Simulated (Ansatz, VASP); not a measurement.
**LiCl in VASP and in Ansatz**

```
Li Cl
1.0
     0.00000    2.59104    2.55603
     2.59104    0.00000    2.55603
     2.59104    2.59104    0.00000
Li Cl
1 1
Cartesian
  0.0000 0.0000 0.0000
  2.5910 2.5910 2.5560
```

Change from the starting cell: biaxial_xy strain +1.4%.

Alike in both runs: task single point; functional r2SCAN; k mesh 8 × 8 × 8; no spin polarisation.

|  | VASP | Ansatz |
| --- | --- | --- |
| version | VASP 6.6.1 | Ansatz 0.2.0 |
| potentials or method | VASP PAW PBE potentials, release 64 (Li_sv, Cl) | plane waves, PAW |
| plane-wave cutoff (eV) | 520 | 500 |
| occupations | gaussian, width 0.01 eV | fixed |
| valence electrons in the cell | 10 | 10 |

|  | VASP | Ansatz | Ansatz less VASP |
| --- | --- | --- | --- |
| gap on the k mesh at the Fermi level (eV) | 7.18 | 7.11 | -0.065 |

 A k mesh can miss the band edges.
